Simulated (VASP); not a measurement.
# BN (Qingsongite) (F-43m) in VASP: a series of runs

Runs on BN (Qingsongite). Level: PBE. Tasks: single point.

All numbers are computed with VASP 6.6.1; they aren't measurements. Logs are shortened: lines on timing, memory, paths and dates and some standing lists are left out, and cuts for length are marked.

**Experimental background.**

From a printed reference work, monograph, for a bulk crystal of BN at 300 K: band gap 6.4 eV (indirect).

The results are compared with them further down.

## Step 1: The cell of the first run

The structure is cubic, space group F-43m (No. 216). Conventional cell: a = 3.625 Å, b = 3.625 Å, c = 3.625 Å, α = 90.00°, β = 90.00°, γ = 90.00°. B (site symmetry -43m) has 4 N at 1.57 Å within 2.1 Å. N (site symmetry -43m) has 4 B at 1.57 Å within 2.1 Å.

## Step 2: Single point, PBE

Input file INCAR:

```
ALGO = Normal ; EDIFF = 1E-6
ENCUT = 520 ; GGA = PE
ISIF = 2 ; ISMEAR = 0
LASPH = True ; LCHARG = True
LELF = True ; LREAL = False
LVHAR = True ; LWAVE = False
NBANDS = 11 ; NELM = 60
PREC = Accurate ; SIGMA = 0.01
```

Input file KPOINTS:

```
k-points
0
Gamma
  10 10 10
```

Input file POSCAR:

```
BN
1.0
    0.0000000000      1.8123498003      1.8123498003
    1.8123498003      0.0000000000      1.8123498003
    1.8123498003      1.8123498003      0.0000000000
B N
1 1
Direct
    0.0000000000      0.0000000000      0.0000000000
    0.2500000000      0.2500000000      0.2500000000
```

Potentials or basis: VASP PAW PBE potentials, release 64 (B, N).

Launch:

```console
$ cat potpaw_PBE.64/B/POTCAR potpaw_PBE.64/N/POTCAR > POTCAR
$ mpirun -np 1 vasp_std > vasp.out
```

OUTCAR:

```text
EDIFF = 1E-6
   ENCUT = 520
   GGA = PE
   ISIF = 2
   ISMEAR = 0
   LASPH = True
   LREAL = False
   NELM = 60
   PREC = Accurate

 ion  position               nearest neighbor table
   1  0.000  0.000  0.000-   2 1.57   2 1.57   2 1.57   2 1.57
   2  0.250  0.250  0.250-   1 1.57   1 1.57   1 1.57   1 1.57

  LATTYP: Found a face centered cubic cell.
 ALAT       =     3.6246996006

  Lattice vectors:

 A1 = (   0.0000000000,   1.8123498003,   1.8123498003)
 A2 = (   1.8123498003,   0.0000000000,   1.8123498003)
 A3 = (   1.8123498003,   1.8123498003,   0.0000000000)

Analysis of symmetry for initial positions (statically):
[... 5 lines left out ...]
 face centered cubic supercell.

 Subroutine GETGRP returns: Found 24 space group operations
 (whereof 24 operations were pure point group operations)
 out of a pool of 48 trial point group operations.

The static configuration has the point symmetry T_d .

Analysis of symmetry for dynamics (positions and initial velocities):
[... 5 lines left out ...]
 face centered cubic supercell.

 Subroutine GETGRP returns: Found 24 space group operations
 (whereof 24 operations were pure point group operations)
 out of a pool of 48 trial point group operations.

The dynamic configuration has the point symmetry T_d .

 Subroutine INISYM returns: Found 24 space group operations
 (whereof 24 operations are pure point group operations),
 and found     1 'primitive' translations

----------------------------------------------------------------------------------------

                                     Primitive cell

  volume of cell :      11.9057

  direct lattice vectors                    reciprocal lattice vectors
     0.000000000  1.812349800  1.812349800    -0.275884931  0.275884931  0.275884931
     1.812349800  0.000000000  1.812349800     0.275884931 -0.275884931  0.275884931
     1.812349800  1.812349800  0.000000000     0.275884931  0.275884931 -0.275884931

  length of vectors
     2.563049667  2.563049667  2.563049667     0.477846718  0.477846718  0.477846718

  position of ions in fractional coordinates (direct lattice)
     0.000000000  0.000000000  0.000000000
     0.250000000  0.250000000  0.250000000

  ion indices of the primitive-cell ions
   primitive index   ion index
                 1           1
                 2           2

----------------------------------------------------------------------------------------

 KPOINTS: k-points

Automatic generation of k-mesh.
 Grid dimensions read from file:
 generate k-points for:   10   10   10

 Generating k-lattice:

  Cartesian coordinates                     Fractional coordinates (reciprocal lattice)
    -0.027588493  0.027588493  0.027588493     0.100000000  0.000000000  0.000000000
     0.027588493 -0.027588493  0.027588493     0.000000000  0.100000000  0.000000000
     0.027588493  0.027588493 -0.027588493     0.000000000  0.000000000  0.100000000

  Length of vectors
     0.047784672  0.047784672  0.047784672

  Shift w.r.t. Gamma in fractional coordinates (k-lattice)
     0.000000000  0.000000000  0.000000000

 Subroutine IBZKPT returns following result:
 ===========================================

 Found     47 irreducible k-points:

 Following reciprocal coordinates:
            Coordinates               Weight
  0.000000  0.000000  0.000000      1.000000
  0.100000  0.000000  0.000000      8.000000
  0.200000  0.000000  0.000000      8.000000
  0.300000  0.000000  0.000000      8.000000
  0.400000  0.000000  0.000000      8.000000
  0.500000  0.000000  0.000000      4.000000
[... 16 lines left out ...]
  0.300000  0.300000  0.000000      6.000000
  0.400000  0.300000  0.000000     24.000000
 [... further k-points ...]
   k-points           NKPTS =     47   k-points in BZ     NKDIM =     47   number of bands    NBANDS=     11
   number of dos      NEDOS =    301   number of ions     NIONS =      2
   total plane-waves  NPLWV =   8000
   dimension x,y,z NGX =    20 NGY =   20 NGZ =   20
   dimension x,y,z NGXF=    40 NGYF=   40 NGZF=   40
   ions per type =               1   1
   NGX,Y,Z   is equivalent  to a cutoff of  12.97, 12.97, 12.97 a.u.
   NGXF,Y,Z  is equivalent  to a cutoff of  25.95, 25.95, 25.95 a.u.
 SYSTEM =  unknown system
   PREC   = accura    normal or accurate (medium, high low for compatibility)
   ISTART =      0    job   : 0-new  1-cont  2-samecut
   ICHARG =      2    charge: 1-file 2-atom 10-const
   ISPIN  =      1    spin polarized calculation?
   LNONCOLLINEAR =      F non collinear calculations
   LSORBIT =      F    spin-orbit coupling
   LASPH  =      T    aspherical Exc in radial PAW
   ENCUT  =  520.0 eV  38.22 Ry    6.18 a.u.   4.77  4.77  4.77*2*pi/ulx,y,z
   NELM   =     60;   NELMIN=  2; NELMDL= -5     # of ELM steps
   EDIFF  = 0.1E-05   stopping-criterion for ELM
   LREAL  =      F    real-space projection
   EDIFFG = 0.1E-04   stopping-criterion for IOM
   NSW    =      0    number of steps for IOM
   IBRION =     -1    ionic relax: 0-MD 1-quasi-New 2-CG
   NFREE  =      0    steps in history (QN), initial steepest desc. (CG)
   ISIF   =      2    stress and relaxation
   ISYM   =      2    0-nonsym 1-usesym 2-fastsym
   POTIM  = 0.5000    time-step for ionic-motion
   TEBEG  =    0.0;   TEEND  =   0.0 temperature during run
   PSTRESS=    0.0 pullay stress
   NELECT =       8.0000    total number of electrons
   NUPDOWN=      -1.0000    fix difference up-down
   EMIN   =  10.00;   EMAX   =-10.00  energy-range for DOS
   EFERMI =   0.00;   METHOD = LEGACY
   ISMEAR =     0;   SIGMA  =   0.01  broadening in eV -4-tet -1-fermi 0-gaus
   EFERMI_NEDOS =   21; number of points for ismear=-14 and -15
   IALGO  =     38    algorithm
   IMIX   =      4    mixing-type and parameters
     AMIX     =   0.40;   BMIX     =  1.00
     AMIX_MAG =   1.60;   BMIX_MAG =  1.00
  volume/ion in A,a.u.               =       5.95        40.17
  Fermi-wavevector in a.u.,A,eV,Ry     =   1.433902  2.709682 27.974598  2.056075
  Thomas-Fermi vector in A             =   2.553369
   LORBIT       =      0    0 simple, 1 ext, 2 COOP (PROOUT), +10 PAW based schemes
   GGA     = PE    functional components
   LHFCALC =     F    Hartree Fock is set to
   AEXX    =    0.0000 exact exchange contribution
   IVDW    =     0    specifies the selected vdW correction
[... 44 lines left out ...]
      3       7.0525      2.00000
      4       7.0525      2.00000
      5      16.3434      0.00000
      6      16.4665      0.00000
      7      16.4665      0.00000
      8      18.3251      0.00000
      9      31.6365      0.00000
     10      32.3894      0.00000
     11      32.3894      0.00000

 k-point     3 :       0.2000    0.0000    0.0000
  band No.  band energies     occupation
      1     -11.8830      2.00000
      2       3.3415      2.00000
      3       6.4863      2.00000
      4       6.4863      2.00000
      5      16.6957      0.00000
      6      17.2557      0.00000
      7      17.2557      0.00000
      8      19.9957      0.00000
      9      30.9237      0.00000
     10      30.9237      0.00000
     11      30.9550      0.00000

 k-point     4 :       0.3000    0.0000    0.0000
  band No.  band energies     occupation
      1     -10.7609      2.00000
      2       0.4039      2.00000
      3       5.9128      2.00000
      4       5.9128      2.00000
      5      17.0248      0.00000
      6      17.8212      0.00000
      7      17.8212      0.00000
      8      21.4048      0.00000
      9      30.4689      0.00000
     10      31.1701      0.00000
     11      31.1701      0.00000

 k-point     5 :       0.4000    0.0000    0.0000
  band No.  band energies     occupation
      1      -9.4283      2.00000
      2      -2.1262      2.00000
      3       5.5177      2.00000
      4       5.5177      2.00000
      5      17.2610      0.00000
      6      17.9701      0.00000
      7      17.9701      0.00000
      8      22.2209      0.00000
      9      30.4860      0.00000
     10      32.8183      0.00000
     11      32.8183      0.00000

 k-point     6 :       0.5000    0.0000    0.0000
  band No.  band energies     occupation
      1      -8.6564      2.00000
      2      -3.3122      2.00000
      3       5.3792      2.00000
      4       5.3792      2.00000
      5      17.3447      0.00000
      6      17.9657      0.00000
      7      17.9657      0.00000
      8      22.4787      0.00000
      9      30.6463      0.00000
     10      33.9272      0.00000
     11      34.0899      0.00000

 k-point     7 :       0.1000    0.1000    0.0000
  band No.  band energies     occupation
      1     -12.5135      2.00000
      2       6.4696      2.00000
      3       6.5521      2.00000
      4       6.5521      2.00000
      5      15.6179      0.00000
      6      17.1058      0.00000
      7      17.1058      0.00000
      8      18.3656      0.00000
      9      29.2740      0.00000
     10      32.8201      0.00000
     11      35.4281      0.00000

 k-point     8 :       0.2000    0.1000    0.0000
  band No.  band energies     occupation
      1     -11.9594      2.00000
      2       4.2633      2.00000
      3       5.8583      2.00000
      4       6.3695      2.00000
      5      15.7077      0.00000
      6      17.7695      0.00000
      7      18.1019      0.00000
      8      19.5108      0.00000
      9      27.5846      0.00000
     10      32.9398      0.00000
     11      33.8344      0.00000
[... 141 lines left out ...]
 k-point    19 :       0.5000    0.2000    0.0000
  band No.  band energies     occupation
      1      -8.3883      2.00000
      2      -1.9852      2.00000
      3       3.0254      2.00000
      4       4.1374      2.00000
      5      15.6067      0.00000
      6      20.2375      0.00000
      7      20.5765      0.00000
      8      21.8310      0.00000
      9      27.4773      0.00000
     10      33.5626      0.00000
     11      35.1405      0.00000

 k-point    20 :      -0.4000    0.2000    0.0000
  band No.  band energies     occupation
      1      -8.1488      2.00000
      2      -2.3319      2.00000
      3       2.4728      2.00000
      4       4.5527      2.00000
      5      16.2207      0.00000
      6      20.0246      0.00000
      7      20.0734      0.00000
      8      22.9097      0.00000
      9      27.5286      0.00000
     10      32.2160      0.00000
     11      33.8652      0.00000

 k-point    21 :      -0.3000    0.2000    0.0000
  band No.  band energies     occupation
      1      -9.1600      2.00000
      2      -0.7934      2.00000
      3       2.3650      2.00000
      4       5.2422      2.00000
      5      17.0491      0.00000
      6      19.2422      0.00000
      7      19.6607      0.00000
      8      22.0034      0.00000
      9      28.8142      0.00000
     10      29.6700      0.00000
     11      33.9122      0.00000

 k-point    22 :      -0.2000    0.2000    0.0000
  band No.  band energies     occupation
      1     -10.3901      2.00000
      2       1.1760      2.00000
      3       3.0678      2.00000
      4       6.0179      2.00000
      5      17.8041      0.00000
      6      18.2158      0.00000
      7      18.7189      0.00000
      8      20.9185      0.00000
      9      28.5575      0.00000
     10      29.5584      0.00000
     11      33.9261      0.00000

 k-point    23 :       0.3000    0.3000    0.0000
  band No.  band energies     occupation
      1     -10.0856      2.00000
      2       2.0996      2.00000
      3       3.6717      2.00000
      4       3.6717      2.00000
      5      13.4178      0.00000
      6      18.0332      0.00000
      7      21.9436      0.00000
      8      21.9436      0.00000
      9      25.9501      0.00000
     10      34.5104      0.00000
     11      39.0513      0.00000

 k-point    24 :       0.4000    0.3000    0.0000
  band No.  band energies     occupation
      1      -9.0899      2.00000
      2       0.5594      2.00000
      3       2.8280      2.00000
      4       3.2654      2.00000
      5      13.3808      0.00000
      6      17.8888      0.00000
      7      22.6784      0.00000
      8      22.7822      0.00000
      9      26.8893      0.00000
     10      34.2217      0.00000
     11      38.9634      0.00000

 [... further k-points ...]
[... 5 lines left out ...]
  --------------------------------------------------------------------------------------
  -------------------------------------------------------------------------------------
  Total        0.0179756      0.0179756      0.0179756      0.0000000      0.0000000      0.0000000
  in kB        2.4190157      2.4190157      2.4190157      0.0000000      0.0000000      0.0000000
  external PRESSURE =       2.4190157 kB  Pullay stress =       0.0000000 kB

 VOLUME and BASIS-vectors are now :
 -----------------------------------------------------------------------------
  energy-cutoff  :      520.00
  volume of cell :       11.91
      direct lattice vectors                 reciprocal lattice vectors
     0.000000000  1.812349800  1.812349800    -0.275884931  0.275884931  0.275884931
     1.812349800  0.000000000  1.812349800     0.275884931 -0.275884931  0.275884931
     1.812349800  1.812349800  0.000000000     0.275884931  0.275884931 -0.275884931

 POSITION                                       TOTAL-FORCE (eV/Angst)
 -----------------------------------------------------------------------------------
      0.00000      0.00000      0.00000         0.000000      0.000000      0.000000
      0.90617      0.90617      0.90617        -0.000000     -0.000000     -0.000000
 -----------------------------------------------------------------------------------
    total drift:                                0.000000      0.000000      0.000000

  FREE ENERGIE OF THE ION-ELECTRON SYSTEM (eV)
  ---------------------------------------------------
  free  energy   TOTEN  =       -17.4509922620 eV

  energy  without entropy=      -17.4509922620  energy(sigma->0) =      -17.45099226
```

It took 6.1 s on 1 thread of Intel Xeon Platinum 8488C (Sapphire Rapids), shared host; peak memory 0.12 GiB.

Results:

```yaml
Free_energy: -17.4510 eV
Pressure: 0.2 GPa
Band_gap_on_the_k_mesh: 4.45 eV, indirect (least direct gap 8.78 eV)
```

## Step 3: Single point, PBE (volume changed by -6%)

Input file INCAR:

```
SYSTEM = BN
  PREC = Accurate
  ENCUT = 520
  EDIFF = 1E-6
  ISMEAR = 0
  SIGMA = 0.01
  LREAL = .FALSE.
  LASPH = .TRUE.
  NELM = 80
  ALGO = Normal
  ISIF = 2
  LWAVE = .FALSE.
  LCHARG = .TRUE.
  GGA = PE
  LELF = .TRUE.
  LVHAR = .TRUE.
  NBANDS = 11
```

Input file KPOINTS:

```
Automatic mesh
0
G
  10 10 10
  0 0 0
```

Input file POSCAR:

```
BN
1.0
    0.0000000000      1.7753526885      1.7753526885
    1.7753526885      0.0000000000      1.7753526885
    1.7753526885      1.7753526885      0.0000000000
B N
1 1
Direct
    0.0000000000      0.0000000000      0.0000000000
    0.2500000000      0.2500000000      0.2500000000
```

Potentials or basis: VASP PAW PBE potentials, release 64 (B, N).

Launch:

```console
$ cat potpaw_PBE.64/B/POTCAR potpaw_PBE.64/N/POTCAR > POTCAR
$ mpirun -np 1 vasp_std > vasp.out
```

Wall time 6.1 s (1 thread of Intel Xeon Platinum 8488C (Sapphire Rapids), shared host); peak memory 0.12 GiB.

It converged, with:

```
Free energy            : -17.3936 eV
Pressure               : 26.2 GPa
Band gap on the k mesh : 4.51 eV, indirect (least direct gap 9.08 eV)
```

Levels at points of the mesh, in eV from the valence-band top:
```tsv
k point	band 1	band 2	band 3	band 4	band 5	band 6	band 7	band 8	band 9
(0.00, 0.00, 0.00)	-20.86	0.00	0.00	0.00	9.08	9.08	9.08	11.24	25.78
(0.50, 0.00, 0.00)	-16.38	-11.20	-2.04	-2.04	10.86	11.00	11.00	15.81	24.25
(0.50, 0.50, 0.00)	-14.94	-9.27	-5.18	-5.18	4.51	9.53	18.76	18.76	21.73
```

 A k mesh can miss the band edges.

## Step 4: Single point, PBE (volume changed by -3%)

Input file INCAR:

```
SYSTEM = BN
PREC = Accurate
ENCUT = 520
EDIFF = 1E-6
ISMEAR = 0
SIGMA = 0.01
LREAL = .False.
LASPH = .True.
NELM = 60
ALGO = Normal
ISIF = 2
LWAVE = .False.
LCHARG = .True.
GGA = PE
LELF = .True.
LVHAR = .True.
NBANDS = 11
```

Input file KPOINTS:

```
Automatic mesh
0
Gamma
  10 10 10
  0 0 0
```

Input file POSCAR:

```
BN
1.0
    0.0000000000      1.7940419849      1.7940419849
    1.7940419849      0.0000000000      1.7940419849
    1.7940419849      1.7940419849      0.0000000000
B N
1 1
Direct
    0.0000000000      0.0000000000      0.0000000000
    0.2500000000      0.2500000000      0.2500000000
```

Launch:

```console
$ cat potpaw_PBE.64/B/POTCAR potpaw_PBE.64/N/POTCAR > POTCAR
$ mpirun -np 1 vasp_std > vasp.out
```

Run time: 5.4 s. Hardware: 1 thread of Intel Xeon Platinum 8488C (Sapphire Rapids), shared host; peak memory 0.12 GiB.

It converged, with:

| Item | Value |
| --- | --- |
| Free energy | -17.4367 eV |
| Pressure | 12.3 GPa |
| Band gap on the k mesh | 4.48 eV, indirect (least direct gap 8.93 eV) |

Levels at points of the mesh, in eV from the valence-band top:
| k point | band 2 | band 3 | band 4 | band 5 | band 6 | band 7 |
| --- | --- | --- | --- | --- | --- | --- |
| (0.00, 0.00, 0.00) | 0.00 | 0.00 | 0.00 | 8.93 | 8.93 | 8.93 |
| (0.50, 0.00, 0.00) | -10.90 | -1.98 | -1.98 | 10.44 | 10.83 | 10.83 |
| (0.50, 0.50, 0.00) | -9.06 | -5.02 | -5.02 | 4.48 | 9.36 | 18.27 |

 A k mesh can miss the band edges.

## Step 5: Single point, PBE (volume changed by +3%)

Input file INCAR:

```
PREC     = Accurate       # precision mode
ENCUT    = 520            # plane-wave cutoff, eV
EDIFF    = 1E-6           # SCF threshold, eV
ISMEAR   = 0              # smearing method
SIGMA    = 0.01           # smearing width, eV
LREAL    = False          # projectors in reciprocal space
LASPH    = True           # aspherical terms in the spheres
NELM     = 80             # most SCF steps
ALGO     = Normal         # electronic algorithm
ISIF     = 2              # what is computed and relaxed
LWAVE    = False          # write WAVECAR
LCHARG   = False          # write CHGCAR
GGA      = PE             # functional
NBANDS   = 11             # bands
```

Input file KPOINTS:

```
Automatic mesh
0
Gamma
  10 10 10
```

Input file POSCAR:

```
BN
1.0
    0.0000000000      1.8302950248      1.8302950248
    1.8302950248      0.0000000000      1.8302950248
    1.8302950248      1.8302950248      0.0000000000
B N
1 1
Direct
    0.0000000000      0.0000000000      0.0000000000
    0.2500000000      0.2500000000      0.2500000000
```

Launch:

```console
$ cat potpaw_PBE.64/B/POTCAR potpaw_PBE.64/N/POTCAR > POTCAR
$ mpirun -np 1 vasp_std > vasp.out
```

Wall time 4.9 s (1 thread of Intel Xeon Platinum 8488C (Sapphire Rapids), shared host); peak memory 0.12 GiB.

Results (log left out):

* Free energy: -17.4402 eV
* Pressure: -10.2 GPa
* Band gap on the k mesh: 4.42 eV, indirect (least direct gap 8.64 eV)

Levels at points of the mesh, in eV from the valence-band top:
```
           k point  band 1  band 2  band 3  band 4  band 5  band 6  band 7  band 8  band 9
(0.00, 0.00, 0.00)  -19.81    0.00    0.00    0.00    8.64    8.64    8.64    9.74   24.05
(0.50, 0.00, 0.00)  -15.77  -10.35   -1.87   -1.87    9.66   10.50   10.50   14.87   22.93
(0.50, 0.50, 0.00)  -14.45   -8.68   -4.72   -4.72    4.42    9.02   17.35   17.35   20.16
```

 A k mesh can miss the band edges.

## Step 6: Overview

```csv
cell,gap on the mesh (eV),pressure (GPa)
"a = 2.563 Å, angles 60.0°, 2 atoms",4.45,0.2
"a = 2.511 Å, angles 60.0°, 2 atoms",4.51,26.2
"a = 2.537 Å, angles 60.0°, 2 atoms",4.48,12.3
"a = 2.588 Å, angles 60.0°, 2 atoms",4.42,-10.2
```

Alike in all rows: task single point; level PBE; potentials or basis VASP PAW PBE potentials, release 64 (B, N); no spin polarisation; k mesh 10 × 10 × 10; cutoff (eV) 520; smearing gaussian 0.01 eV.

Total energies depend on the potentials used, so only differences within one code and one set of settings carry meaning.

## Step 7: Against experiment

Step 2. A measured gap of BN is 6.4 eV (indirect; 300 K; a printed reference work, monograph); the calculated 4.45 eV misses it by -1.95 eV. The value is that of PBE on a finite k mesh, which can miss the band edges, without temperature or zero-point motion. Semilocal functionals fall short of measured gaps as a rule.
